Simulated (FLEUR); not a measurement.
## SnS2 (Berndtite-2T): equation of state with PBEsol

The system is SnS2 (Berndtite-2T).

```
Sn S
1.0
     3.63900    0.00000    0.00000
    -1.81950    3.15147    0.00000
     0.00000    0.00000    5.86800
Sn S
1 2
Direct
  0.00000 0.00000 0.00000
  0.66667 0.33333 0.75000
  0.33333 0.66667 0.25000
```

- Program: FLEUR MaX-R8.1 (later development tree)
- Task: equation of state
- Functional: PBEsol
- Potentials or basis: all-electron
- Basis: FLAPW
- Kmax: 4.95 1/bohr
- k mesh: 8 × 8 × 5
- Occupations: fermi-dirac, width 0.05 eV
- Spin: no spin polarisation
- Gmax: 15.3 1/bohr
- Muffin-tin radii: Sn 2.37, S 1.98 bohr
- lmax: Sn 10, S 8
- lnonsphr: Sn 10, S 8
- Local orbitals a species: Sn 5, S 4

```json
{
 "Equilibrium volume": "22.75 Å³/atom",
 "Bulk modulus at fixed shape and positions": "80 GPa",
 "Pressure derivative of the bulk modulus": "4.7"
}
```

Energy against volume, from the lowest point:
| volume (Å³/atom) | energy (meV/atom) |
| --- | --- |
| 21.086 | 35.13 |
| 21.535 | 17.93 |
| 21.983 | 6.76 |
| 22.432 | 0.98 |
| 22.880 | 0.00 |
| 23.329 | 3.32 |
| 23.778 | 10.47 |

Caveat: the cell was scaled at fixed shape and fractional positions, which overstates the stiffness of a crystal with free parameters, most of all of layers and chains; this functional lacks dispersion, which binds the layers, so the pressure and a relaxed spacing across them are unreliable.
